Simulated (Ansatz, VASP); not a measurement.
## Ag in VASP and in Ansatz

```
Ag
1.0
    -0.06129    2.01245    2.01245
     2.01245   -0.06129    2.01245
     2.01245    2.01245   -0.06129
Ag
1
Cartesian
  0.0000 0.0000 0.0000
```

Change from the starting cell: equal xy, yz and zx shear strains of -3 %, crystal datasets.

Alike in both runs: task electric field gradients; functional PBE; k mesh 15 × 15 × 15; occupations fermi-dirac, width 0.05 eV; no spin polarisation.

|  | VASP | Ansatz |
| --- | --- | --- |
| version | VASP 6.6.1 | Ansatz 0.2.0 |
| potentials or method | VASP PAW PBE potentials, release 64 (Ag), cutoff 520 eV | all-electron PAW with datasets made for the crystal, scalar-relativistic |

|  | VASP | Ansatz | Ansatz less VASP |
| --- | --- | --- | --- |
| pressure (GPa) | 4.8 | 4.9 | +0.15 |
| largest component of the traceless stress (GPa) | 1.13 | 1.15 | +0.015 |
| Vzz of the field gradient on the site that differs most (V/Å²) | -4.2 | 0.1 | +4.37 |

Ansatz ran all-electron here, so the differences hold the error of VASP's frozen core and of both bases. Ansatz warned: «gradients_without_spin_orbit».
